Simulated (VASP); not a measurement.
# MgS (I-4m2) in VASP: further runs, part 2 of 2

VASP 6.6.1.

## Step 5: Single point, PBEsol (strain +0.0750 x Voigt [1, 1, 0, 0, 0, 0], atoms carried along)

Input file INCAR:

```
SYSTEM = MgS
  ALGO = Normal
  EDIFF = 1E-6
  ENCUT = 520
  GGA = PS
  ISIF = 2
  ISMEAR = 0
  LASPH = .TRUE.
  LCHARG = .FALSE.
  LREAL = .FALSE.
  LWAVE = .FALSE.
  NBANDS = 11
  NELM = 100
  PREC = Accurate
  SIGMA = 0.05
```

Input file KPOINTS:

```
k-points
0
G
  8 8 8
  0 0 0
```

Input file POSCAR:

```
MgS
1.0
    0.0000000000      3.0456040503      2.8331200468
    3.0456040503      0.0000000000      2.8331200468
    3.0456040503      3.0456040503      0.0000000000
Mg S
1 1
Direct
    0.0000000000      0.0000000000      0.0000000000
    0.7500000000      0.7500000000      0.7500000000
```

Potentials or basis: VASP PAW PBE potentials, release 64 (Mg, S).

The run is started by

```sh
cat potpaw_PBE.64/Mg/POTCAR potpaw_PBE.64/S/POTCAR > POTCAR
mpirun -np 1 vasp_std > vasp.out
```

OUTCAR:

```text
SYSTEM = MgS
   EDIFF = 1E-6
   ENCUT = 520
   GGA = PS
   ISIF = 2
   ISMEAR = 0
   LASPH = .TRUE.
   LREAL = .FALSE.
   NELM = 100
   PREC = Accurate

 ion  position               nearest neighbor table
   1  0.000  0.000  0.000-   2 2.58   2 2.58   2 2.58   2 2.58
   2  0.750  0.750  0.750-   1 2.58   1 2.58   1 2.58   1 2.58

  LATTYP: Found a body centered tetragonal cell.
 ALAT       =     4.3071345536
 C/A-ratio  =     1.3155474999

  Lattice vectors:

 A1 = (   0.0000000000,  -3.0456040503,  -2.8331200468)
 A2 = (   0.0000000000,   3.0456040503,  -2.8331200468)
 A3 = (   3.0456040503,   0.0000000000,   2.8331200468)

Analysis of symmetry for initial positions (statically):
=====================================================================
 Subroutine PRICEL returns:
 Original cell was already a primitive cell.

 Routine SETGRP: Setting up the symmetry group for a
 body centered tetragonal supercell.

 Subroutine GETGRP returns: Found  8 space group operations
 (whereof  8 operations were pure point group operations)
 out of a pool of 16 trial point group operations.

The static configuration has the point symmetry D_2d.
[... 165 lines left out ...]
 cond. band min:       2.7736893843   @ k =   0.0000   0.0000   0.0000
 fundamental gap:      2.5021864442
 Fermi energy:         0.5218064582

 k-point     1 :       0.0000    0.0000    0.0000
  band No.  band energies     occupation
      1     -10.6656      2.00000
      2       0.1194      2.00000
      3       0.1194      2.00000
      4       0.2715      2.00000
      5       2.7737      0.00000
      6       7.6636      0.00000
      7       7.6636      0.00000
      8       7.6879      0.00000
      9      10.0865      0.00000
     10      11.0590      0.00000
     11      12.5223      0.00000
[... 309 lines left out ...]
 k-point    24 :       0.3750    0.0000    0.1250
  band No.  band energies     occupation
      1     -10.2717      2.00000
      2      -2.0020      2.00000
      3      -0.3566      2.00000
      4      -0.1170      2.00000
      5       4.9644      0.00000
      6       6.7200      0.00000
      7       7.5544      0.00000
      8       8.3410      0.00000
      9      10.2383      0.00000
     10      11.6120      0.00000
     11      12.4670      0.00000

 [... further k-points ...]
[... 5 lines left out ...]
  --------------------------------------------------------------------------------------
  -------------------------------------------------------------------------------------
  Total       -2.3632412     -2.3632412     -1.8191502      0.0000000      0.0000000      0.0000000
  in kB      -72.0405099    -72.0405099    -55.4545640      0.0000000      0.0000000      0.0000000
  external PRESSURE =     -66.5118613 kB  Pullay stress =       0.0000000 kB

 VOLUME and BASIS-vectors are now :
 -----------------------------------------------------------------------------
  energy-cutoff  :      520.00
  volume of cell :       52.56
      direct lattice vectors                 reciprocal lattice vectors
     0.000000000  3.045604050  2.833120047    -0.164171045  0.164171045  0.176483874
     3.045604050  0.000000000  2.833120047     0.164171045 -0.164171045  0.176483874
     3.045604050  3.045604050  0.000000000     0.164171045  0.164171045 -0.176483874

 POSITION                                       TOTAL-FORCE (eV/Angst)
 -----------------------------------------------------------------------------------
      0.00000      0.00000      0.00000         0.000000      0.000000     -0.000000
      4.56841      4.56841      4.24968        -0.000000     -0.000000      0.000000
 -----------------------------------------------------------------------------------
    total drift:                                0.000000      0.000000      0.000000

  FREE ENERGIE OF THE ION-ELECTRON SYSTEM (eV)
  ---------------------------------------------------
  free  energy   TOTEN  =        -8.7303570635 eV

  energy  without entropy=       -8.7303570635  energy(sigma->0) =       -8.73035706
```

stdout:

```text
POSCAR found type information on POSCAR MgS
 POSCAR found :  2 types and       2 ions
 scaLAPACK will be used
 -----------------------------------------------------------------------------
|                                                                             |
|                                                                             |
|     You enforced a specific xc type in the INCAR file but a different       |
|     I HOPE YOU KNOW WHAT YOU ARE DOING!                                     |
|                                                                             |
 -----------------------------------------------------------------------------

 LDA part: xc-table for (Slater+PW92), standard interpolation
 POSCAR, INCAR and KPOINTS ok, starting setup
 FFT: planning ... GRIDC
 FFT: planning ... GRID_SOFT
 FFT: planning ... GRID
 WAVECAR not read
 entering main loop
```

It took 21 s on 1 thread of Intel Xeon Platinum 8488C (Sapphire Rapids), shared host; peak memory 0.19 GiB.

Results:

- Free energy: -8.7304 eV
- Pressure: -6.7 GPa
- Band gap on the k mesh: 2.50 eV, direct

Caveat: the PAW data sets were made with another functional, which shifts forces and pressure a little.

## Step 6: Summary

| cell | gap on the mesh (eV) | pressure (GPa) |
| --- | --- | --- |
| strain +0.0500 x Voigt [1, 1, 0, 0, 0, 0], atoms carried along | 2.75 | -5.1 |
| strain -0.0250 x Voigt [1, 1, 0, 0, 0, 0], atoms carried along | 3.51 | 2.6 |
| strain -0.0750 x Voigt [1, 1, 0, 0, 0, 0], atoms carried along | 3.38 | 11.3 |
| strain +0.0750 x Voigt [1, 1, 0, 0, 0, 0], atoms carried along | 2.50 | -6.7 |

Alike in all rows: task single point; level PBEsol; potentials or basis VASP PAW PBE potentials, release 64 (Mg, S); no spin polarisation; k mesh 8 × 8 × 8; cutoff (eV) 520; smearing gaussian 0.05 eV.

Caveats: the PAW data sets were made with another functional, which shifts forces and pressure a little.

Total energies depend on the potentials used, so only differences within one code and one set of settings carry meaning.
